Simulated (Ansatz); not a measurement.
SnSe$_{2}$: γ-surface

Theory: Ansatz, DFT PBE+D3(BJ), scalar-relativistic, plane waves, PAW. Settings: plane waves to 420 eV, k-mesh 10×10×3 (Γ-centred), Gaussian smearing 0.03 eV. No spin polarisation. Energies are free energies at this smearing, counted from the undisturbed cell; pressure is positive in compression.

Zero of the scan (relaxed at this level):

```xyz
6
Lattice="-3.8390 0.0000 0.0000 -1.9195 -3.3247 0.0000 0.0000 0.0000 12.0233" Properties=species:S:1:pos:R:3 pbc="T T T"
Sn    0.0000    0.0000    9.0174
Sn    0.0000    0.0000    3.0058
Se   -1.9195   -1.1082   10.6114
Se   -1.9195   -1.1082    4.5998
Se   -3.8390   -2.2165    1.4118
Se   -3.8390   -2.2165    7.4234
```

Vector c is tilted by p·a + q·b with the atoms' Cartesian places fixed: one unrelaxed fault a cell on a (0 0 1) plane of area 12.76 Å². Points are written (p, q).

Energy above the undisturbed cell in mJ/m² (a dash: not computed):

```
p \ q  0.000  0.167  0.333  0.500  0.667  0.833
0.000      0     48    167      ?    167     48
0.167     48      ?     82     82      ?     48
0.333    167     82     43     82    167    211
0.500      ?     82     82      ?    410    410
0.667    167      ?    167    410    547    410
0.833     48     48    211    410    410    211
```

(1) Fill in the withheld energies.

Answers

(1) (0.000, 0.500): 239; (0.167, 0.167): 60; (0.167, 0.667): 60; (0.500, 0.000): 239; (0.500, 0.500): 239; (0.667, 0.167): 60.

Cost: 10 runs of about 12 core-minutes in all, on Intel Xeon Platinum 8259CL (Skylake/Cascade Lake) (shared hosts).